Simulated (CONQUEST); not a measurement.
Here is a CONQUEST 1.3 calculation.

File Conquest_input:

```
IO.Title In
IO.Coordinates coords.dat
IO.FractionalAtomicCoords T
IO.Iprint 2
IO.Iprint_init 1
General.NumberOfSpecies 1
General.PseudopotentialType hamann
AtomMove.TypeOfRun static
AtomMove.FullStress T
Grid.GridCutoff 120
DM.SolutionMethod diagon
Diag.MPMesh T
Diag.GammaCentred T
Diag.MPMeshX 8
Diag.MPMeshY 8
Diag.MPMeshZ 6
Diag.kT 0.00183747
minE.SCTolerance 1e-6
SC.MaxIters 100
IO.AtomChargeOutput T
IO.DumpChargeDensity T
IO.DumpTotPot T
%block ChemicalSpeciesLabel
1 114.820 In
%endblock
```

Contents of coords.dat:

```
    6.1433862476     0.0000000000     0.0000000000
    0.0000000000     6.1433862476     0.0000000000
    0.0000000000     0.0000000000     9.3492310290
2
  0.0000000000   0.0000000000   0.0000000000 1 T T T
  0.5000000000   0.5000000000   0.5000000000 1 T T T
```

Potentials or basis: PseudoDojo NC PBE, DZP, grid cutoff 120 Ha.

Launch:

```console
$ Conquest
```

(1) What does it give for the pressure?

(2) Estimate the band gap on the k mesh.

## Answers

(1) 2.9 GPa.

(2) none (metal or under the smearing width).

Caveat: the box holds several primitive cells, so bands are folded and the points are those of the box's own zone; the basis of atomic orbitals isn't converged, which shifts pressures, moduli and gaps.
